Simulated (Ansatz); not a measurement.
# Germanium, omega (AlB2-type) under revPBE: ground state and equation of state, part 2 of 2

The plan for germanium in the omega (AlB2-type) structure: relax it, solve it on a dense k-mesh, then scale the cell to 7 volumes from 88 to 112 % of the relaxed one and try a fit of the equation of state. Spin polarisation is left out. The k-meshes are 8×8×11 for the relaxation; 10×10×15 for the dense run; 8×8×13 for the volumes.

Ansatz 0.2.0; DFT, revPBE, plane waves (420 eV) with PAW, scalar-relativistic. The steps go on from the part before.

## (6) The cell scaled to 96 % of its volume

Contents of input.yaml:

```yaml
crystal:
  lattice:
    - [4.869503669, 0.0, 0.0]
    - [-2.4347518345, 4.2171138812, 0.0]
    - [0.0, 0.0, 2.7667950049]
  atoms:
    - { symbol: Ge, position: [0.0, 1.0, 0.0] }
    - { symbol: Ge, position: [0.3333333333, 0.6666666667, 0.5] }
    - { symbol: Ge, position: [0.6666666667, 0.3333333333, 0.5] }
hamiltonian:
  xc: revpbe
  pseudopotentials:
    kind: paw
    azcp:
      Ge: "pseudopotentials/Ge.paw.azcp"
basis:
  ecutwfc: 420
  fft_grid_basis: typed
kpoints:
  mp_grid: { grid: [8, 8, 13], shift: [0, 0, 0] }
magnetization:
  spin_polarized: false
scf:
  occupations: { method: fermi_dirac, width: 0.1 }
  lower_state_search: "off"
output:
  stress: true
  write_density: true
  write_potential: true
  elf: true
  volumetric_format: npy
```

Log, cut to the lines that bear on the results:

```text
Warning: RAYON_NUM_THREADS=2 ignored (pool sized by the plan → 2); use --threads N
[...]
Pseudopotentials: kind: paw
Pseudopotential: Ge, paw, valence charge 14, recommended cutoff 420 eV (normal), <dir>
Functional definition: revPBE
[...]
Crystal: 3 atoms, lattice volume = 56.817 Å³
Basis set: ecut = 420 eV, 1119 PW (Γ)
Bands: 26, of which v1, the nominal top of the filled ones, is band 21 counted from 1 (20 counted from 0)
Symmetry: 24 space group operations
Space group: P6/mmm (ITA 191), of the structure as read, at distance tolerance 3.8e-5 Å
k-points: 70 of 832
[...]
SCF iter   1: F=—  HF=-12896.170589 eV  |F-HF|=—  |Δ(HF+E_count)|=         —  Δρ=2.62e-3  dr2=2.73e-3  ethr=1.77e-3  ⟨swp⟩=5.5  Hψ=6802  notcnv=0
[...]
SCF iter   6: F=-12896.169151 eV  HF=-12896.169151 eV  |F-HF|=5.52e-8  |Δ(HF+E_count)|=   1.08e-7  Δρ=6.04e-6  dr2=2.01e-8  ethr=2.38e-10  ⟨swp⟩=8.4  Hψ=12122  notcnv=0
[...]
SCF converged after 6 iterations
Free energy (F): -12896.169151 eV
[...]
E sigma→0 (E₀):  -12896.147778 eV
Entropy (-TS):   -0.042745 eV (-14.248 meV/atom)
Fermi energy:    11.046452 eV
[...]
--- Stress (GPa, compression-positive) ---
        2.350730      -0.000000      -0.000000
        0.000000       2.350730       0.000000
       -0.000000       0.000000       3.648374
  P = ⅓ Tr σ = 2.7833 GPa (27.833 kbar)
--- Band table (eV; the first three rows and the last of 70) ---
  k-point 0: bands = ["-13.8249", "-13.7546", "-13.7546", "-13.7019", "-13.7019", "-13.6257", "-13.5688", "-13.5402", "-13.5402", "-13.4963", "-13.4963", "-13.4848", "-13.4848", "-13.4531", "-13.4531", "-2.0242", "4.2740", "4.5441", "7.7951", "7.7951", "7.8808", "7.8808", "16.4583", [...]
[...]
```

It took 2.9 s on 2 threads of Arm Neoverse V2, shared host; peak memory 0.36 GiB.

Density in a lattice plane of the grid's cell (edges 4.87 and 4.87 Å, at 0.500 of the third edge), which holds Ge.

Ten even steps from '0' (0.12 e/Å³) to '9' (44.39 e/Å³):
```
000000000000000000000000
000000000000000000000000
000000000000000000000000
000000000000000000000000
000000012320000000000000
000000148730000000000000
000000379610000000000000
000000243100000000000000
000000010000000000000000
000000000000000000000000
000000000000000001000000
000000000000000134200000
000000000000001697300000
000000000000003784100000
000000000000002321000000
000000000000000000000000
000000000000000000000000
000000000000000000000000
000000000000000000000000
000000000000000000000000
```
Columns run along the first of these edges and rows up along the second, over one cell in 24 and 20 even steps from the bottom left corner. Atoms in the plane (fractional): Ge at (0.33, 0.67), Ge at (0.67, 0.33).

ELF in the same plane.

Values, 12 rows by 12 columns:
```
0.41 0.31 0.23 0.30 0.45 0.46 0.46 0.44 0.30 0.23 0.31 0.41
0.28 0.23 0.31 0.41 0.39 0.34 0.39 0.41 0.31 0.23 0.28 0.31
0.22 0.30 0.41 0.32 0.09 0.07 0.33 0.41 0.30 0.22 0.23 0.23
0.32 0.45 0.39 0.09 0.15 0.08 0.38 0.43 0.32 0.30 0.31 0.30
0.45 0.46 0.34 0.07 0.08 0.32 0.46 0.46 0.43 0.41 0.41 0.44
0.51 0.46 0.39 0.33 0.38 0.46 0.51 0.46 0.38 0.33 0.39 0.46
0.45 0.44 0.41 0.41 0.43 0.46 0.46 0.32 0.08 0.07 0.34 0.46
0.32 0.30 0.31 0.30 0.32 0.43 0.38 0.08 0.15 0.09 0.39 0.45
0.22 0.23 0.23 0.22 0.30 0.41 0.33 0.07 0.09 0.32 0.41 0.30
0.28 0.31 0.28 0.23 0.31 0.41 0.39 0.34 0.39 0.41 0.31 0.23
0.41 0.41 0.31 0.23 0.30 0.44 0.46 0.46 0.45 0.30 0.23 0.31
0.46 0.41 0.28 0.22 0.32 0.45 0.51 0.45 0.32 0.22 0.28 0.41
```
Columns run along the first of these edges and rows up along the second, over one cell in 12 and 12 even steps from the bottom left corner. Atoms in the plane (fractional): Ge at (0.33, 0.67), Ge at (0.67, 0.33).

Both are smooth fields of the valence electrons: close to the nuclei they are not physical.

Outside the cores ELF peaks at 0.54 on the Ge–Ge line, 1.4 Å from Ge.

## (7) The cell scaled to 100 % of its volume

input.yaml: that of step 6 with these lines changed.

```diff
@@ -2,5 +2,5 @@
   lattice:
-    - [4.869503669, 0.0, 0.0]
-    - [-2.4347518345, 4.2171138812, 0.0]
-    - [0.0, 0.0, 2.7667950049]
+    - [4.9362174888, 0.0, 0.0]
+    - [-2.4681087444, 4.2748897439, 0.0]
+    - [0.0, 0.0, 2.8047010167]
   atoms:
```

Log, cut to the lines that bear on the results:

```text
Warning: RAYON_NUM_THREADS=2 ignored (pool sized by the plan → 2); use --threads N
[...]
[... 3 set-up lines as earlier in the session ...]
[...]
Crystal: 3 atoms, lattice volume = 59.184 Å³
Basis set: ecut = 420 eV, 1155 PW (Γ)
Bands: 26, of which v1, the nominal top of the filled ones, is band 21 counted from 1 (20 counted from 0)
[... 2 set-up lines as earlier in the session ...]
k-points: 70 of 832
[...]
SCF iter   1: F=—  HF=-12896.190946 eV  |F-HF|=—  |Δ(HF+E_count)|=         —  Δρ=2.59e-3  dr2=2.95e-3  ethr=1.77e-3  ⟨swp⟩=5.4  Hψ=6742  notcnv=0
[...]
SCF iter   7: F=-12896.189451 eV  HF=-12896.189451 eV  |F-HF|=8.16e-9  |Δ(HF+E_count)|=   7.28e-8  Δρ=4.05e-6  dr2=9.87e-9  ethr=1.34e-10  ⟨swp⟩=7.0  Hψ=10132  notcnv=0
[...]
SCF converged after 7 iterations
Free energy (F): -12896.189451 eV
[...]
E sigma→0 (E₀):  -12896.167489 eV
Entropy (-TS):   -0.043924 eV (-14.641 meV/atom)
Fermi energy:    10.446787 eV
[...]
--- Stress (GPa, compression-positive) ---
       -0.299662       0.000000       0.000000
        0.000000      -0.299662       0.000000
        0.000000       0.000000       0.791465
  P = ⅓ Tr σ = 0.0640 GPa (0.640 kbar)
--- Band table (eV; the first three rows and the last of 70) ---
  k-point 0: bands = ["-14.4123", "-14.3527", "-14.3527", "-14.3043", "-14.3043", "-14.2043", "-14.1535", "-14.1296", "-14.1296", "-14.0900", "-14.0900", "-14.0798", "-14.0798", "-14.0520", "-14.0520", "-2.2913", "3.6593", "3.9342", "7.3620", "7.3620", "7.4486", "7.4486", "15.6812", [...]
[...]
```

Wall time 3.4 s (2 threads of Arm Neoverse V2, shared host); peak memory 0.36 GiB.

## (8) The cell scaled to 104 % of its volume

input.yaml: that of step 7 with these lines changed.

```diff
@@ -2,5 +2,5 @@
   lattice:
-    - [4.9362174888, 0.0, 0.0]
-    - [-2.4681087444, 4.2748897439, 0.0]
-    - [0.0, 0.0, 2.8047010167]
+    - [5.0011751681, 0.0, 0.0]
+    - [-2.5005875841, 4.3311447444, 0.0]
+    - [0.0, 0.0, 2.8416092099]
   atoms:
@@ -27,5 +27 @@
   stress: true
-  write_density: true
-  write_potential: true
-  elf: true
-  volumetric_format: npy
```

Log, cut to the lines that bear on the results:

```text
Warning: RAYON_NUM_THREADS=2 ignored (pool sized by the plan → 2); use --threads N
[...]
[... 3 set-up lines as earlier in the session ...]
[...]
Crystal: 3 atoms, lattice volume = 61.552 Å³
Basis set: ecut = 420 eV, 1251 PW (Γ)
Bands: 25, of which v1, the nominal top of the filled ones, is band 21 counted from 1 (20 counted from 0)
[... 2 set-up lines as earlier in the session ...]
k-points: 70 of 832
[...]
SCF iter   1: F=—  HF=-12896.175087 eV  |F-HF|=—  |Δ(HF+E_count)|=         —  Δρ=2.54e-3  dr2=2.99e-3  ethr=1.77e-3  ⟨swp⟩=5.3  Hψ=6386  notcnv=0
[...]
SCF iter   7: F=-12896.173656 eV  HF=-12896.173656 eV  |F-HF|=4.91e-9  |Δ(HF+E_count)|=   1.28e-7  Δρ=3.94e-6  dr2=1.04e-8  ethr=2.06e-10  ⟨swp⟩=4.0  Hψ=5939  notcnv=0
[...]
SCF converged after 7 iterations
Free energy (F): -12896.173656 eV
[...]
E sigma→0 (E₀):  -12896.150880 eV
Entropy (-TS):   -0.045551 eV (-15.184 meV/atom)
Fermi energy:    9.895862 eV
[...]
--- Stress (GPa, compression-positive) ---
       -2.429796       0.000000      -0.000000
        0.000000      -2.429796       0.000000
       -0.000000       0.000000      -1.503911
  P = ⅓ Tr σ = -2.1212 GPa (-21.212 kbar)
```

It took 2.4 s on 2 threads of Arm Neoverse V2, shared host; peak memory 0.36 GiB.

## (9) The cell scaled to 108 % of its volume

input.yaml: that of step 8 with these lines changed.

```diff
@@ -2,5 +2,5 @@
   lattice:
-    - [5.0011751681, 0.0, 0.0]
-    - [-2.5005875841, 4.3311447444, 0.0]
-    - [0.0, 0.0, 2.8416092099]
+    - [5.0644879041, 0.0, 0.0]
+    - [-2.532243952, 4.3859751821, 0.0]
+    - [0.0, 0.0, 2.8775827657]
   atoms:
```

Log, cut to the lines that bear on the results:

```text
Warning: RAYON_NUM_THREADS=2 ignored (pool sized by the plan → 2); use --threads N
[...]
[... 3 set-up lines as earlier in the session ...]
[...]
Crystal: 3 atoms, lattice volume = 63.919 Å³
Basis set: ecut = 420 eV, 1263 PW (Γ)
Bands: 25, of which v1, the nominal top of the filled ones, is band 21 counted from 1 (20 counted from 0)
[... 1 set-up line as earlier in the session ...]
Space group: P6/mmm (ITA 191), of the structure as read, at distance tolerance 4.0e-5 Å
k-points: 70 of 832
[...]
SCF iter   1: F=—  HF=-12896.130193 eV  |F-HF|=—  |Δ(HF+E_count)|=         —  Δρ=2.47e-3  dr2=2.83e-3  ethr=1.77e-3  ⟨swp⟩=5.4  Hψ=6382  notcnv=0
[...]
SCF iter   7: F=-12896.128871 eV  HF=-12896.128871 eV  |F-HF|=1.14e-9  |Δ(HF+E_count)|=   1.60e-7  Δρ=3.45e-6  dr2=8.35e-9  ethr=2.38e-10  ⟨swp⟩=4.0  Hψ=6430  notcnv=0
[...]
SCF converged after 7 iterations
Free energy (F): -12896.128871 eV
[...]
E sigma→0 (E₀):  -12896.105107 eV
Entropy (-TS):   -0.047527 eV (-15.842 meV/atom)
Fermi energy:    9.387069 eV
[...]
--- Stress (GPa, compression-positive) ---
       -4.138731       0.000000       0.000000
        0.000000      -4.138731       0.000000
        0.000000       0.000000      -3.348406
  P = ⅓ Tr σ = -3.8753 GPa (-38.753 kbar)
```

Wall time 3.1 s (2 threads of Arm Neoverse V2, shared host); peak memory 0.37 GiB.

## (10) The cell scaled to 112 % of its volume

input.yaml: that of step 9 with these lines changed.

```diff
@@ -2,5 +2,5 @@
   lattice:
-    - [5.0644879041, 0.0, 0.0]
-    - [-2.532243952, 4.3859751821, 0.0]
-    - [0.0, 0.0, 2.8775827657]
+    - [5.1262560393, 0.0, 0.0]
+    - [-2.5631280196, 4.4394679563, 0.0]
+    - [0.0, 0.0, 2.9126786973]
   atoms:
```

Log, cut to the lines that bear on the results:

```text
Warning: RAYON_NUM_THREADS=2 ignored (pool sized by the plan → 2); use --threads N
[...]
[... 3 set-up lines as earlier in the session ...]
[...]
Crystal: 3 atoms, lattice volume = 66.286 Å³
Basis set: ecut = 420 eV, 1287 PW (Γ)
Bands: 25, of which v1, the nominal top of the filled ones, is band 21 counted from 1 (20 counted from 0)
[... 2 set-up lines as earlier in the session ...]
k-points: 70 of 832
[...]
SCF iter   1: F=—  HF=-12896.062044 eV  |F-HF|=—  |Δ(HF+E_count)|=         —  Δρ=2.32e-3  dr2=2.49e-3  ethr=1.77e-3  ⟨swp⟩=5.6  Hψ=14412  notcnv=0  defer=27
[...]
SCF iter   7: F=-12896.060828 eV  HF=-12896.060828 eV  |F-HF|=4.18e-11  |Δ(HF+E_count)|=   2.20e-7  Δρ=2.87e-6  dr2=6.22e-9  ethr=2.38e-10  ⟨swp⟩=4.0  Hψ=6735  notcnv=0
[...]
SCF converged after 7 iterations
Free energy (F): -12896.060828 eV
[...]
E sigma→0 (E₀):  -12896.036081 eV
Entropy (-TS):   -0.049494 eV (-16.498 meV/atom)
Fermi energy:    8.915192 eV
[...]
--- Stress (GPa, compression-positive) ---
       -5.508694       0.000000       0.000000
       -0.000000      -5.508694       0.000000
        0.000000       0.000000      -4.830731
  P = ⅓ Tr σ = -5.2827 GPa (-52.827 kbar)
```

Wall time 2.9 s (2 threads of Arm Neoverse V2, shared host); peak memory 0.37 GiB.

## (11) Fitting the volumes

The cell was scaled evenly, with its shape and the fractional positions fixed.

| V (Å³/atom) | E − E₀ (meV/atom) | P from the stress (GPa) | P from the fit (GPa) |
| --- | --- | --- | --- |
| 17.361 | 68.4 | 10.41 | 10.38 |
| 18.150 | 28.1 | 6.17 | 6.14 |
| 18.939 | 6.5 | 2.78 | 2.74 |
| 19.728 | 0.0 | 0.06 | 0.02 |
| 20.517 | 5.5 | -2.12 | -2.18 |
| 21.306 | 20.8 | -3.88 | -3.94 |
| 22.095 | 43.8 | -5.28 | -5.36 |

A third-order Birch-Murnaghan fit gives V₀ = 19.733 Å³/atom, B₀ = 61 GPa and B₀′ = 4.4; it misses no point by more than 0.03 meV/atom.

The fit is made to E(σ → 0), while the stress belongs to the free energy F; that is one source of the offset between the two pressures.

## (12) Results

This closing draws on all 2 parts.

| quantity | value |
| --- | --- |
| space group (spins left aside) | P6/mmm (No. 191) |
| conventional cell | a = 4.936 Å, c = 2.805 Å (c/a = 0.568) |
| volume | 19.728 Å³/atom |
| shortest distance | 2.805 Å |
| gap on the mesh | none (levels filled in part) |
| relative to diamond | +347 meV/atom |
| V₀, B₀, B₀′ | 19.733 Å³/atom, 61 GPa, 4.4 |

What this shows: From the guessed start the volume grew by 2.5 % in 7 steps. Against the reference form of germanium (diamond, computed apart with the same settings) it stands 347 meV/atom higher. No gap shows: it is a metal or semimetal at this level. The fitted modulus is 61 GPa; letting shape and positions relax at each volume could only lower it. Relaxation kept the symmetry; phonons were not checked.
